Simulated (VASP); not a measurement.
# InAs (F-43m) in VASP: notebook, part 2 of 2

VASP 6.6.1.

### 3 Single point, PBE0

This run uses another cell than the first one, of 28.04 Å³/atom, 1.020 times its volume.

Contents of POSCAR:

```
InAs
1.0
    0.0000000000      3.0379873375      3.0379873375
    3.0379873375      0.0000000000      3.0379873375
    3.0379873375      3.0379873375      0.0000000000
In As
1 1
Direct
    0.0000000000      0.0000000000      0.0000000000
    0.7500000000      0.7500000000      0.7500000000
```

Contents of INCAR.step1:

```
SYSTEM = InAs
PREC = Accurate
ENCUT = 520
EDIFF = 1E-5
ISMEAR = -1
SIGMA = 0.05
LREAL = .False.
LASPH = .True.
NELM = 80
ALGO = Normal
ISIF = 2
LWAVE = .True.
GGA = PE
NBANDS = 16
```

Contents of INCAR.step2:

```
SYSTEM = InAs
PREC = Accurate
ENCUT = 520
EDIFF = 1E-6
ISMEAR = -1
SIGMA = 0.05
LREAL = .False.
LASPH = .True.
NELM = 80
ALGO = Normal
ISIF = 2
LWAVE = .False.
LCHARG = .True.
GGA = PE
LHFCALC = .True.
AEXX = 0.25
PRECFOCK = Normal
HFRCUT = -1
LELF = .True.
LVHAR = .True.
ISTART = 1
NBANDS = 16
```

Contents of KPOINTS:

```
regular mesh
0
Gamma
  4 4 4
  0 0 0
```

Potentials or basis: VASP PAW PBE potentials, release 64 (In_d, As).

Started as:

```bash
cat potpaw_PBE.64/In_d/POTCAR potpaw_PBE.64/As/POTCAR > POTCAR
cp INCAR.step1 INCAR
mpirun -np 1 vasp_std > vasp.out
cp INCAR.step2 INCAR
mpirun -np 1 vasp_std > vasp.out
```

OUTCAR:

```text
SYSTEM = InAs
   PREC = Accurate
   ENCUT = 520
   EDIFF = 1E-6
   ISMEAR = -1
   LREAL = .False.
   LASPH = .True.
   NELM = 80
   ISIF = 2
   GGA = PE
   LHFCALC = .True.
   AEXX = 0.25
   PRECFOCK = Normal
   ISTART = 1

 ion  position               nearest neighbor table
   1  0.000  0.000  0.000-   2 2.63   2 2.63   2 2.63   2 2.63
   2  0.750  0.750  0.750-   1 2.63   1 2.63   1 2.63   1 2.63

  LATTYP: Found a face centered cubic cell.
 ALAT       =     6.0759746750

[... 329 lines left out ...]

------------------------ aborting loop because EDIFF is reached ----------------------------------------

  FORCE on cell =-STRESS in cart. coord.  units (eV):
  Direction    XX          YY          ZZ          XY          YZ          ZX
  --------------------------------------------------------------------------------------
  -------------------------------------------------------------------------------------
  Total        0.2220342      0.2220342      0.2220342     -0.0000000     -0.0000000     -0.0000000
  in kB        6.3436979      6.3436979      6.3436979     -0.0000000     -0.0000000     -0.0000000
  external PRESSURE =       6.3436979 kB  Pullay stress =       0.0000000 kB

 VOLUME and BASIS-vectors are now :
 -----------------------------------------------------------------------------
  energy-cutoff  :      520.00
  volume of cell :       56.08
      direct lattice vectors                 reciprocal lattice vectors
     0.000000000  3.037987338  3.037987338    -0.164582648  0.164582648  0.164582648
     3.037987338  0.000000000  3.037987338     0.164582648 -0.164582648  0.164582648
     3.037987338  3.037987338  0.000000000     0.164582648  0.164582648 -0.164582648

 POSITION                                       TOTAL-FORCE (eV/Angst)
 -----------------------------------------------------------------------------------
      0.00000      0.00000      0.00000         0.000000      0.000000      0.000000
      4.55698      4.55698      4.55698        -0.000000     -0.000000     -0.000000
 -----------------------------------------------------------------------------------
    total drift:                               -0.000028     -0.000039     -0.000029

  FREE ENERGIE OF THE ION-ELECTRON SYSTEM (eV)
  ---------------------------------------------------
  free  energy   TOTEN  =        -9.9875636276 eV

  energy  without entropy=       -9.9875628899  energy(sigma->0) =       -9.98756326
```

It took 7.4 min on 1 thread of Intel Xeon Platinum 8375C at 2.90GHz (Ice Lake), shared host; peak memory 0.18 GiB.

Results:

- Free energy: -9.9876 eV
- Pressure: 0.6 GPa
- Band gap on the k mesh: 1.14 eV, direct

Caveat: the k mesh is coarse (spacing up to 0.45 Å⁻¹), so the values aren't converged, least of all with exact exchange; the PAW data sets were made with another functional, which shifts forces and pressure a little; spin-orbit coupling is left out, which moves the levels of the heavy elements.

### 4 Single point, PBE0

This run uses another cell than the first one, of 25.84 Å³/atom, 0.940 times its volume.

Contents of POSCAR:

```
InAs
1.0
    0.0000000000      2.9563908761      2.9563908761
    2.9563908761      0.0000000000      2.9563908761
    2.9563908761      2.9563908761      0.0000000000
In As
1 1
Direct
    0.0000000000      0.0000000000      0.0000000000
    0.7500000000      0.7500000000      0.7500000000
```

Contents of INCAR.step1:

```
SYSTEM = InAs
PREC = Accurate ; ENCUT = 520
EDIFF = 1E-5 ; ISMEAR = -1
SIGMA = 0.05 ; LREAL = .False.
LASPH = .True. ; NELM = 100
ALGO = Normal ; ISIF = 2
LWAVE = .True. ; NBANDS = 16
GGA = PE
```

Contents of INCAR.step2:

```
SYSTEM = InAs
PREC = Accurate ; ENCUT = 520
EDIFF = 1E-6 ; ISMEAR = -1
SIGMA = 0.05 ; LREAL = .False.
LASPH = .True. ; NELM = 100
ALGO = Normal ; ISIF = 2
LWAVE = .False. ; LCHARG = .True.
GGA = PE ; LHFCALC = .True.
AEXX = 0.25 ; PRECFOCK = Normal
HFRCUT = -1 ; LELF = .True.
LVHAR = .True. ; NBANDS = 16
ISTART = 1
```

Contents of KPOINTS:

```
Automatic mesh
0
Gamma
  4 4 4
  0 0 0
```

Started as:

```bash
cat potpaw_PBE.64/In_d/POTCAR potpaw_PBE.64/As/POTCAR > POTCAR
cp INCAR.step1 INCAR
mpirun -np 1 vasp_std > vasp.out
cp INCAR.step2 INCAR
mpirun -np 1 vasp_std > vasp.out
```

Run time: 7.9 min. Hardware: 1 thread of Intel Xeon Platinum 8375C at 2.90GHz (Ice Lake), shared host; peak memory 0.18 GiB.

Results (log left out):

```yaml
Free_energy: -9.8863 eV
Pressure: 6.9 GPa
Band_gap_on_the_k_mesh: 1.65 eV, direct
```

Levels at points of the mesh, in eV from the valence-band top:
```tsv
k point	band 7	band 8	band 9	band 10	band 11	band 12
(0.00, 0.00, 0.00)	0.00	0.00	0.00	1.65	5.41	5.41
(0.50, 0.00, 0.00)	-6.73	-1.20	-1.20	2.54	6.21	6.21
(0.50, 0.50, 0.00)	-6.73	-2.82	-2.82	2.69	3.43	11.57
```

Caveat: the k mesh is coarse (spacing up to 0.46 Å⁻¹), so the values aren't converged, least of all with exact exchange; the PAW data sets were made with another functional, which shifts forces and pressure a little; spin-orbit coupling is left out, which moves the levels of the heavy elements.

### 5 Single point, PBE0

This run uses another cell than the first one, of 26.39 Å³/atom, 0.960 times its volume.

Contents of POSCAR:

```
InAs
1.0
    0.0000000000      2.9772112161      2.9772112161
    2.9772112161      0.0000000000      2.9772112161
    2.9772112161      2.9772112161      0.0000000000
In As
1 1
Direct
    0.0000000000      0.0000000000      0.0000000000
    0.7500000000      0.7500000000      0.7500000000
```

Contents of INCAR.step1:

```
SYSTEM = InAs
PREC     = Accurate       ! precision mode
ENCUT    = 520            ! plane-wave cutoff, eV
EDIFF    = 1E-5           ! SCF threshold, eV
ISMEAR   = -1             ! smearing method
SIGMA    = 0.05           ! smearing width, eV
LREAL    = .FALSE.        ! projectors in reciprocal space
LASPH    = .TRUE.         ! aspherical terms in the spheres
NELM     = 60             ! most SCF steps
ALGO     = Normal         ! electronic algorithm
ISIF     = 2              ! what is computed and relaxed
LWAVE    = .TRUE.         ! write WAVECAR
LCHARG   = .FALSE.        ! write CHGCAR
NBANDS   = 16             ! bands
GGA      = PE             ! functional
```

Contents of INCAR.step2:

```
SYSTEM = InAs
PREC     = Accurate       ! precision mode
ENCUT    = 520            ! plane-wave cutoff, eV
EDIFF    = 1E-6           ! SCF threshold, eV
ISMEAR   = -1             ! smearing method
SIGMA    = 0.05           ! smearing width, eV
LREAL    = .FALSE.        ! projectors in reciprocal space
LASPH    = .TRUE.         ! aspherical terms in the spheres
NELM     = 60             ! most SCF steps
ALGO     = Normal         ! electronic algorithm
ISIF     = 2              ! what is computed and relaxed
LWAVE    = .FALSE.        ! write WAVECAR
LCHARG   = .FALSE.        ! write CHGCAR
GGA      = PE             ! functional
LHFCALC  = .TRUE.         ! exact exchange
AEXX     = 0.25           ! exact-exchange fraction
PRECFOCK = Normal       
HFRCUT   = -1           
NBANDS   = 16             ! bands
ISTART   = 1
```

Contents of KPOINTS:

```
regular mesh
0
G
  4 4 4
  0 0 0
```

Started as:

```bash
cat potpaw_PBE.64/In_d/POTCAR potpaw_PBE.64/As/POTCAR > POTCAR
cp INCAR.step1 INCAR
mpirun -np 1 vasp_std > vasp.out
cp INCAR.step2 INCAR
mpirun -np 1 vasp_std > vasp.out
```

Wall time 8 min (1 thread of Intel Xeon Platinum 8375C at 2.90GHz (Ice Lake), shared host); peak memory 0.18 GiB.

It converged, with:

```yaml
Free_energy: -9.9282 eV
Pressure: 5.0 GPa
Band_gap_on_the_k_mesh: 1.52 eV, direct
```

Levels at points of the mesh, in eV from the valence-band top:
```
           k point  band 7  band 8  band 9  band 10  band 11  band 12
(0.00, 0.00, 0.00)    0.00    0.00    0.00     1.52     5.40     5.40
(0.50, 0.00, 0.00)   -6.61   -1.17   -1.17     2.48     6.19     6.19
(0.50, 0.50, 0.00)   -6.62   -2.74   -2.74     2.72     3.43    11.40
```

Caveat: the k mesh is coarse (spacing up to 0.46 Å⁻¹), so the values aren't converged, least of all with exact exchange; the PAW data sets were made with another functional, which shifts forces and pressure a little; spin-orbit coupling is left out, which moves the levels of the heavy elements.

### 6 The runs side by side

```csv
cell,gap on the mesh (eV),pressure (GPa)
"F-43m, 27.49 Å³/atom",1.27,1.9
"F-43m, 28.04 Å³/atom",1.14,0.6
"F-43m, 25.84 Å³/atom",1.65,6.9
"F-43m, 26.39 Å³/atom",1.52,5.0
```

Alike in all rows: task single point; level PBE0; potentials or basis VASP PAW PBE potentials, release 64 (In_d, As); no spin polarisation; k mesh 4 × 4 × 4; cutoff (eV) 520; smearing fermi-dirac 0.05 eV; the mesh is coarse, so values aren't converged.

Caveats: all runs use coarse meshes; the PAW data sets were made with another functional, which shifts forces and pressure a little; spin-orbit coupling is left out, which moves the levels of the heavy elements.

Total energies depend on the potentials used, so only differences within one code and one set of settings carry meaning.
